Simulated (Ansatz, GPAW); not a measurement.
**Mg: programs and potentials compared**

```xyz
1
Lattice="0.0000 2.2443 2.2443 2.2443 0.0000 2.2443 2.2443 2.2443 0.0000" Properties=species:S:1:pos:R:3 pbc="T T T"
Mg    0.0000    0.0000    0.0000
```

This isn't the form of Mg at room conditions, which is hcp.

Alike in all runs: task single point; functional PBEsol; k mesh 10 × 10 × 10; occupations gaussian, width 0.05 eV; no spin polarisation; no spin-orbit coupling. Pressure is positive in compression and, in plane waves, holds the error of the finite cutoff, which Ansatz's Pulay term estimates and takes out.

| program and potentials | plane-wave cutoff (eV) | notes | band gap (eV) | pressure (GPa) |
| --- | --- | --- | --- | --- |
| Ansatz, Ansatz PAW | 420 | potentials made for PBE, which Ansatz adapts in part | no gap | 0.10 |
| Ansatz, all-electron LAPW, scalar-relativistic | - | - | no gap | 0.08 |
| GPAW, PAW data sets generated for this functional | 800 | - | ? | ? |

Estimate from the other rows what the run with GPAW, PAW data sets generated for this functional gave.

No band gap; pressure 0.07 GPa. The other rows, which needn't bracket it: pressure 0.08 to 0.10.
